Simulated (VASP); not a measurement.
Write the native input for VASP 6.6.1 that does the following.

* Task: single point
* Functional: PBEsol
* Potentials or basis: VASP PAW PBE potentials, release 64 (Ga_d, N)
* Cutoff: 520 eV
* k mesh: 8 × 8 × 8
* Occupations: gaussian, width 0.1 eV
* Spin: no spin polarisation
* Dipole correction: no
* Further INCAR settings: ALGO = Normal; EDIFF = 1e-06; NBANDS = 16

The structure of GaN lies in POSCAR:

```
GaN
1.0
    0.0000000000      2.2535006075      2.2535006075
    2.2535006075      0.0000000000      2.2535006075
    2.2535006075      2.2535006075      0.0000000000
Ga N
1 1
Direct
    0.0000000000      0.0000000000      0.0000000000
    0.7500000000      0.7500000000      0.7500000000
```

The cell is a database's computed one.

The input as run:

INCAR

```
ALGO = Normal ; EDIFF = 1E-6
ENCUT = 520 ; GGA = PS
ISIF = 2 ; ISMEAR = 0
LASPH = True ; LCHARG = False
LREAL = False ; LWAVE = False
NBANDS = 16 ; NELM = 100
PREC = Accurate ; SIGMA = 0.1
```

KPOINTS

```
k-points
0
Gamma
  8 8 8
```

Potentials or basis: VASP PAW PBE potentials, release 64 (Ga_d, N).

The run is started by

```sh
$ cat potpaw_PBE.64/Ga_d/POTCAR potpaw_PBE.64/N/POTCAR > POTCAR
$ mpirun -np 1 vasp_std > vasp.out
```

Results of the run:

```
Pressure               : -1.3 GPa
Band gap on the k mesh : 1.68 eV, direct
```

Caveat: the PAW data sets were made with another functional, which shifts forces and pressure a little.

Wall time 4.4 s on 1 thread of Intel(R) Xeon(R) 6975P-C (Granite Rapids) (shared host), peak memory 0.14 GiB.
